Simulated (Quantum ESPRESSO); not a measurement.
# Sb (R-3m) in Quantum ESPRESSO: notebook

Aim: see how the results for Sb move with the level of theory and the settings. Levels: LDA, PBEsol. Tasks: single point.

All numbers are computed with Quantum ESPRESSO 7.5; they aren't measurements. Logs are shortened: lines on timing, memory, paths and dates and some standing lists are left out, and cuts for length are marked.

### 1 The structure

Symmetry: R-3m, No. 166, trigonal system. Conventional cell: a = 4.308 Å, b = 4.308 Å, c = 11.274 Å, α = 90.00°, β = 90.00°, γ = 120.00°. Around Sb (site symmetry 3m) lie 3 Sb at 2.91 Å.

### 2 Single point, LDA

The input, scf.in:

```
&CONTROL
  calculation = 'scf'
  prefix = 'pwscf'
  outdir = './tmp'
  pseudo_dir = './pseudo'
/
&SYSTEM
  ibrav = 0
  A = 4.50666183
  nat = 2
  ntyp = 1
  ecutwfc = 84
  nbnd = 22
  occupations = 'smearing'
  smearing = 'fd'
  degauss = 0.00367493
  force_symmorphic = .true.
/
&ELECTRONS
  conv_thr = 4d-10
  electron_maxstep = 120
  mixing_beta = 0.5
/
ATOMIC_SPECIES
Sb   121.7600 Sb.upf
CELL_PARAMETERS alat
   0.4780034716    0.2759754330    0.8338766346
  -0.4780034716    0.2759754330    0.8338766346
   0.0000000000   -0.5519508660    0.8338766346
ATOMIC_POSITIONS alat
Sb     0.0000000000    0.0000000000    1.9175243375
Sb     0.0000000000    0.0000000000    0.5841055662
K_POINTS automatic
8 8 8 0 0 0
```

The input, nscf.in:

```
&CONTROL
  calculation = 'nscf'
  prefix = 'pwscf'
  outdir = './tmp'
  pseudo_dir = './pseudo'
/
&SYSTEM
  ibrav = 0
  A = 4.50666183
  nat = 2
  ntyp = 1
  ecutwfc = 84
  nbnd = 135
  occupations = 'smearing'
  smearing = 'fd'
  degauss = 0.00367493
  force_symmorphic = .true.
/
&ELECTRONS
  conv_thr = 1d-08
  diago_full_acc = .true.
  diago_thr_init = 1d-06
/
ATOMIC_SPECIES
Sb   121.7600 Sb.upf
CELL_PARAMETERS alat
   0.4780034716    0.2759754330    0.8338766346
  -0.4780034716    0.2759754330    0.8338766346
   0.0000000000   -0.5519508660    0.8338766346
ATOMIC_POSITIONS alat
Sb     0.0000000000    0.0000000000    1.9175243375
Sb     0.0000000000    0.0000000000    0.5841055662
K_POINTS automatic
4 4 4 0 0 0
```

Potentials or basis: PseudoDojo 0.4.1 SR LDA standard.

On the command line:

```sh
$ OMP_NUM_THREADS=1 pw.x -in scf.in > scf.out
$ OMP_NUM_THREADS=1 pw.x -in nscf.in > nscf.out
```

scf.out:

```text
This program is part of the open-source Quantum ESPRESSO suite
     for quantum simulation of materials; please cite
[... 9 lines left out ...]
     --------------------
     sticks:   dense  smooth     PW     G-vecs:    dense   smooth      PW
     Sum        1621    1621    483                42479    42479    6803

     Using Slab Decomposition

     bravais-lattice index     =            0
     lattice parameter (alat)  =       8.5164  a.u.
     unit-cell volume          =     407.6768 (a.u.)^3
     number of atoms/cell      =            2
     number of atomic types    =            1
     number of electrons       =        30.00
     number of Kohn-Sham states=           22
     kinetic-energy cutoff     =      84.0000  Ry
     charge density cutoff     =     336.0000  Ry
     scf convergence threshold =      4.0E-10
     mixing beta               =       0.5000
     number of iterations used =            8  plain     mixing
     Exchange-correlation= SLA  PW   NOGX NOGC
                           (   1   4   0   0   0   0   0)

     celldm(1)=   8.516357  celldm(2)=   0.000000  celldm(3)=   0.000000
     celldm(4)=   0.000000  celldm(5)=   0.000000  celldm(6)=   0.000000

     crystal axes: (cart. coord. in units of alat)
               a(1) = (   0.478003   0.275975   0.833877 )
               a(2) = (  -0.478003   0.275975   0.833877 )
               a(3) = (   0.000000  -0.551951   0.833877 )

     reciprocal axes: (cart. coord. in units 2 pi/alat)
               b(1) = (  1.046018  0.603918  0.399739 )
               b(2) = ( -1.046018  0.603918  0.399739 )
               b(3) = (  0.000000 -1.207837  0.399739 )

     PseudoPot. # 1 for Sb read from file:
     Sb.upf
     Pseudo is Norm-conserving + core correction, Zval = 15.0
     Generated using ONCVPSP code by D. R. Hamann
     Using radial grid of 1416 points,  6 beta functions with:
                l(1) =   0
                l(2) =   0
                l(3) =   1
                l(4) =   1
                l(5) =   2
                l(6) =   2

     atomic species   valence    mass     pseudopotential
     Sb               15.00   121.76000     Sb( 1.00)

     12 Sym. Ops., with inversion, found

   Cartesian axes

     site n.     atom                  positions (alat units)
         1        Sb     tau(   1) = (   0.0000000   0.0000000   1.9175243  )
         2        Sb     tau(   2) = (   0.0000000   0.0000000   0.5841056  )

     number of k points=    65  Fermi-Dirac smearing, width (Ry)=  0.0037
                       cart. coord. in units 2pi/alat
        k(    1) = (   0.0000000   0.0000000   0.0000000), wk =   0.0039062
        k(    2) = (   0.0000000  -0.1509796   0.0499674), wk =   0.0234375
        k(    3) = (   0.0000000  -0.3019592   0.0999348), wk =   0.0234375
        k(    4) = (   0.0000000  -0.4529389   0.1499023), wk =   0.0234375
        k(    5) = (   0.0000000   0.6039185  -0.1998697), wk =   0.0117188
        k(    6) = (  -0.1307522  -0.0754898   0.0999348), wk =   0.0234375
[... 57 lines left out ...]
        k(   64) = (   0.9152653   0.3774491  -0.1998697), wk =   0.0234375
        k(   65) = (   0.0000000   0.0000000  -0.5996091), wk =   0.0039062

     Dense  grid:    42479 G-vectors     FFT dimensions: (  50,  50,  50)

     Initial potential from superposition of free atoms

     starting charge      29.9991, renormalised to      30.0000
     Starting wfcs are   18 randomized atomic wfcs +    4 random wfcs

     Self-consistent Calculation

     iteration #  1     ecut=    84.00 Ry     beta= 0.50
     Davidson diagonalization with overlap
     ethr =  1.00E-02,  avg # of iterations =  5.5

     Threshold (ethr) on eigenvalues was too large:
     Diagonalizing with lowered threshold

     Davidson diagonalization with overlap
     ethr =  2.76E-05,  avg # of iterations =  6.6

     total energy              =    -362.95648793 Ry
     estimated scf accuracy    <       0.00833080 Ry

     iteration #  2     ecut=    84.00 Ry     beta= 0.50
     Davidson diagonalization with overlap
     ethr =  2.78E-05,  avg # of iterations =  1.0

     total energy              =    -362.95639730 Ry
     estimated scf accuracy    <       0.00159453 Ry

     iteration #  3     ecut=    84.00 Ry     beta= 0.50
     Davidson diagonalization with overlap
     c_bands:  1 eigenvalues not converged
     ethr =  5.32E-06,  avg # of iterations =  2.2

     total energy              =    -362.95647530 Ry
     estimated scf accuracy    <       0.00004682 Ry

     iteration #  4     ecut=    84.00 Ry     beta= 0.50
     Davidson diagonalization with overlap
     c_bands:  1 eigenvalues not converged
     ethr =  1.56E-07,  avg # of iterations =  5.2

     total energy              =    -362.95648805 Ry
     estimated scf accuracy    <       0.00000607 Ry

     iteration #  5     ecut=    84.00 Ry     beta= 0.50
     Davidson diagonalization with overlap
     ethr =  2.02E-08,  avg # of iterations =  2.4

     total energy              =    -362.95648887 Ry
     estimated scf accuracy    <       0.00000019 Ry

     iteration #  6     ecut=    84.00 Ry     beta= 0.50
     Davidson diagonalization with overlap
     ethr =  6.40E-10,  avg # of iterations =  3.0

     total energy              =    -362.95648892 Ry
     estimated scf accuracy    <       0.00000002 Ry

     iteration #  7     ecut=    84.00 Ry     beta= 0.50
     Davidson diagonalization with overlap
     ethr =  7.41E-11,  avg # of iterations =  3.5

     total energy              =    -362.95648893 Ry
     estimated scf accuracy    <          9.1E-10 Ry

     iteration #  8     ecut=    84.00 Ry     beta= 0.50
     Davidson diagonalization with overlap
     ethr =  3.04E-12,  avg # of iterations =  2.6

     End of self-consistent calculation

          k = 0.0000 0.0000 0.0000 (  5337 PWs)   bands (ev):

   -19.1380 -19.1380 -19.0473 -19.0473 -19.0246 -18.9326 -18.9326 -18.9282
   -18.8518 -18.8518  -2.5656   5.2113   8.1470   8.4190   8.4190  12.2884
    12.8877  12.8877  15.4147  15.4147  15.5259  16.8830

          k = 0.0000-0.1510 0.0500 (  5297 PWs)   bands (ev):

   -19.1318 -19.1289 -19.0443 -19.0421 -19.0207 -18.9368 -18.9357 -18.9319
   -18.8609 -18.8584  -2.3939   4.5232   8.1894   8.3799   8.6589  12.1649
    12.4384  12.4889  14.8628  15.3155  15.5339  18.0662

          k = 0.0000-0.3020 0.0999 (  5300 PWs)   bands (ev):

   -19.1151 -19.1033 -19.0369 -19.0278 -19.0090 -18.9491 -18.9485 -18.9382
   -18.8855 -18.8760  -1.8841   3.1059   8.2095   8.3123   9.0844  11.4346
    11.5574  11.6544  15.1899  15.8566  16.4087  20.3229

          k = 0.0000-0.4529 0.1499 (  5307 PWs)   bands (ev):

   -19.0954 -19.0665 -19.0293 -19.0077 -18.9929 -18.9713 -18.9657 -18.9462
   -18.9157 -18.8971  -1.0602   1.5926   8.2841   8.3079   9.4605  10.5993
    10.7018  10.9583  16.3986  17.3987  17.9606  20.3485

          k = 0.0000 0.6039-0.1999 (  5304 PWs)   bands (ev):

   -19.0858 -19.0380 -19.0252 -19.0024 -18.9901 -18.9818 -18.9668 -18.9587
   -18.9306 -18.9076  -0.2212   0.5048   8.2860   8.3909   9.9043   9.9478
    10.3528  10.6924  17.8484  18.6298  19.4676  19.5462

          k =-0.1308-0.0755 0.0999 (  5296 PWs)   bands (ev):

   -19.1371 -19.1203 -19.0458 -19.0398 -19.0194 -18.9388 -18.9371 -18.9300
   -18.8706 -18.8523  -2.3480   4.4359   7.7884   8.0410   9.4416  11.2314
    12.5686  13.1975  14.7212  15.7003  16.0693  17.6218

          k =-0.1308-0.2265 0.1499 (  5289 PWs)   bands (ev):

   -19.1287 -19.0986 -19.0406 -19.0308 -19.0103 -18.9506 -18.9423 -18.9345
   -18.8926 -18.8607  -1.9644   3.4862   7.4743   7.8215   9.4702  10.9298
    12.5832  12.9282  14.2886  16.4296  16.8188  18.6875

          k =-0.1308-0.3774 0.1999 (  5304 PWs)   bands (ev):

   -19.1098 -19.0702 -19.0284 -19.0211 -18.9944 -18.9697 -18.9506 -18.9455
   -18.9173 -18.8806  -1.2596   2.1322   7.3587   7.6963   8.8495  11.3305
    11.9863  12.3031  14.9505  17.4234  18.3293  20.0791
[... 175 lines left out ...]
          k =-0.2615 0.6039 0.0999 (  5310 PWs)   bands (ev):

   -19.1094 -19.0331 -19.0204 -19.0041 -18.9996 -18.9843 -18.9657 -18.9498
   -18.9347 -18.8837   0.1473   0.9545   5.3945   6.3989   9.0718  10.8182
    13.8407  14.7620  15.9910  16.4412  18.8988  20.3719

          k =-0.2615 0.4529 0.1499 (  5311 PWs)   bands (ev):

   -19.1119 -19.0352 -19.0249 -19.0126 -18.9947 -18.9769 -18.9682 -18.9477
   -18.9343 -18.8797  -0.6567   1.5891   6.1424   7.4196   8.5738  10.9637
    12.7315  13.9258  14.9539  17.9143  18.7782  20.1546

          k = 0.6538 0.3774-0.3498 (  5287 PWs)   bands (ev):

   -19.1259 -19.0566 -19.0420 -19.0014 -18.9885 -18.9701 -18.9647 -18.9482
   -18.9253 -18.8617  -0.3995   2.0709   4.8973   6.7541   6.9547  12.1796
    14.3944  15.2300  16.3125  19.4890  19.8857  20.2599

          k = 0.6538 0.2265-0.2998 (  5291 PWs)   bands (ev):

   -19.1214 -19.0507 -19.0384 -19.0001 -18.9833 -18.9777 -18.9665 -18.9513
   -18.9271 -18.8673  -0.0426   1.6683   4.8028   6.0690   7.6643  12.4432
    13.5540  15.6385  16.5232  18.1393  20.2303  21.1962

          k = 0.6538 0.0755-0.2498 (  5305 PWs)   bands (ev):

   -19.1131 -19.0380 -19.0248 -19.0025 -18.9981 -18.9787 -18.9643 -18.9533
   -18.9327 -18.8787   0.2167   1.0625   5.1761   6.1551   8.4357  11.6002
    14.1136  15.1313  15.4833  16.9995  20.0492  20.9290

          k = 0.6538-0.0755-0.1999 (  5306 PWs)   bands (ev):

   -19.1044 -19.0219 -19.0128 -19.0057 -18.9991 -18.9980 -18.9664 -18.9460
   -18.9423 -18.8888   0.2021   0.6013   5.9685   7.1400   8.7674  10.5794
    13.2866  13.7668  16.4171  16.7378  19.2944  19.3261

          k = 0.5230 0.3020-0.2498 (  5307 PWs)   bands (ev):

   -19.1256 -19.0495 -19.0392 -18.9873 -18.9846 -18.9838 -18.9700 -18.9574
   -18.9248 -18.8619  -0.2580   1.8717   5.0554   6.7240   6.8221  12.0894
    14.2973  15.0684  16.0602  19.5342  19.9137  20.9351

          k = 0.5230 0.1510-0.1999 (  5312 PWs)   bands (ev):

   -19.1221 -19.0415 -19.0359 -18.9988 -18.9894 -18.9813 -18.9626 -18.9586
   -18.9280 -18.8669  -0.5217   1.8822   5.6983   6.4205   7.7360  12.2778
    13.2349  14.6110  15.2757  18.9122  19.3229  20.1361

          k = 0.3923 0.2265-0.1499 (  5315 PWs)   bands (ev):

   -19.1272 -19.0511 -19.0423 -19.0036 -18.9937 -18.9696 -18.9676 -18.9462
   -18.9242 -18.8609  -1.1099   2.4584   6.6885   7.0871   7.2592  12.2361
    13.2959  13.6118  14.4585  18.6539  18.7361  19.9097

          k = 0.0000 0.0000 0.2998 (  5280 PWs)   bands (ev):

   -19.1161 -19.1161 -19.0386 -19.0386 -19.0157 -18.9394 -18.9394 -18.9361
   -18.8754 -18.8754  -2.0202   3.0755   8.5688   8.5688   9.2658  11.4994
    11.4994  11.8598  15.2531  16.3995  16.3995  19.5858

          k = 0.0000-0.1510 0.3498 (  5307 PWs)   bands (ev):

   -19.1137 -19.0981 -19.0342 -19.0328 -19.0112 -18.9449 -18.9419 -18.9403
   -18.8953 -18.8773  -1.6861   2.5675   7.0798   8.9468  10.2116  10.6390
    10.6882  13.3075  15.4566  16.2448  18.0676  18.8765

          k = 0.0000 0.9059 0.0000 (  5291 PWs)   bands (ev):

   -19.0971 -19.0877 -19.0271 -19.0227 -19.0048 -18.9511 -18.9503 -18.9465
   -18.9066 -18.8938  -1.0517   1.9147   5.9131   8.3276   9.2715  11.1556
    11.4964  14.4841  15.9279  16.7860  17.7896  19.2715

          k = 0.0000 0.7549 0.0500 (  5303 PWs)   bands (ev):

   -19.0937 -19.0698 -19.0295 -19.0069 -18.9917 -18.9684 -18.9646 -18.9447
   -18.9179 -18.8987  -0.2355   1.1033   5.5661   7.6157   8.3588  11.9664
    12.1185  14.5607  15.7731  17.0939  18.0797  20.9707
[... 61 lines left out ...]
          k = 0.0000 1.0569 0.0999 (  5289 PWs)   bands (ev):

   -19.0961 -19.0885 -19.0287 -19.0283 -19.0057 -18.9467 -18.9461 -18.9459
   -18.9058 -18.8969  -1.0997   1.5195   7.0880   8.6290   9.6103  10.7545
    11.0191  13.0387  16.3451  17.4499  18.4330  19.9448

          k = 0.0000 0.9059 0.1499 (  5277 PWs)   bands (ev):

   -19.0947 -19.0838 -19.0300 -19.0184 -19.0011 -18.9541 -18.9539 -18.9429
   -18.9097 -18.8980  -0.5677   1.4033   5.5914   7.7256   8.4880  11.9960
    12.3603  14.8906  15.8157  17.2183  17.7945  20.2044

          k = 0.9153 0.5284-0.2498 (  5279 PWs)   bands (ev):

   -19.0962 -19.0841 -19.0306 -19.0254 -19.0040 -18.9493 -18.9487 -18.9428
   -18.9108 -18.8966  -0.9624   1.3228   7.3414   8.1772   9.1615  11.3249
    11.3388  12.6947  16.1132  18.3505  19.1085  19.7133

          k = 0.9153 0.3774-0.1999 (  5268 PWs)   bands (ev):

   -19.0972 -19.0820 -19.0287 -19.0231 -19.0009 -18.9564 -18.9462 -18.9450
   -18.9118 -18.8958  -0.6491   1.3604   6.1686   7.0064   9.8530  10.4182
    13.3981  13.9864  15.9448  16.7221  19.7372  19.7899

          k = 0.0000 0.0000-0.5996 (  5318 PWs)   bands (ev):

   -19.0887 -19.0887 -19.0289 -19.0289 -19.0043 -18.9466 -18.9462 -18.9462
   -18.9055 -18.9055  -1.0425   1.1566   8.9077   8.9077   9.6580  10.3321
    10.3321  11.2751  17.2458  19.2524  19.2524  19.5726

     the Fermi energy is    10.2536 ev

!    total energy              =    -362.95648893 Ry
     estimated scf accuracy    <          2.7E-10 Ry
     smearing contrib. (-TS)   =      -0.00020430 Ry
     internal energy E=F+TS    =    -362.95628463 Ry

     The total energy is F=E-TS. E is the sum of the following terms:
     one-electron contribution =    -146.26900908 Ry
     hartree contribution      =      88.60270800 Ry
     xc contribution           =     -89.58101336 Ry
     ewald contribution        =    -215.70897018 Ry

     convergence has been achieved in   8 iterations

=------------------------------------------------------------------------------=
   JOB DONE.
=------------------------------------------------------------------------------=
```

Run time: 3.7 min. Hardware: 1 thread of Arm Neoverse V1, shared host; peak memory 0.17 GiB.

Results:

* Band gap on the k mesh, mean-field level: 0.04 eV, direct

Caveat: the k mesh is coarse (spacing up to 0.44 Å⁻¹), so the values aren't converged; spin-orbit coupling is left out, which moves the levels of the heavy elements. A k mesh can miss the band edges.

### 3 Single point, PBEsol

Edit scf.in of step 2 so:

```diff
@@ -11,3 +11,3 @@
   ntyp = 1
-  ecutwfc = 84
+  ecutwfc = 80
   nbnd = 22
```

Edit nscf.in of step 2 so:

```diff
@@ -11,3 +11,3 @@
   ntyp = 1
-  ecutwfc = 84
+  ecutwfc = 80
   nbnd = 135
```

Potentials or basis: PseudoDojo 0.4.1 SR PBEsol standard.

On the command line:

```sh
$ OMP_NUM_THREADS=1 pw.x -in scf.in > scf.out
$ OMP_NUM_THREADS=1 pw.x -in nscf.in > nscf.out
```

Wall time 3.1 min (1 thread of Intel Xeon Platinum 8375C at 2.90GHz (Ice Lake), shared host); peak memory 0.17 GiB.

It converged, with:

| Item | Value |
| --- | --- |
| Band gap on the k mesh, mean-field level | 0.05 eV, direct |

Levels at points of the mesh, in eV from the valence-band top:
```csv
k point,band 13,band 14,band 15,band 16,band 17,band 18
"(0.00, 0.00, 0.00)",-1.77,-1.49,-1.49,2.38,3.00,3.00
"(0.00, 0.00, -0.50)",-1.63,-1.52,0.00,0.05,0.44,0.78
"(0.00, -0.50, -0.50)",-5.16,-3.46,-3.36,1.78,5.23,5.80
"(-0.50, -0.50, -0.50)",-1.01,-1.01,-0.22,0.42,0.42,1.38
```

Caveat: the k mesh is coarse (spacing up to 0.44 Å⁻¹), so the values aren't converged; spin-orbit coupling is left out, which moves the levels of the heavy elements.
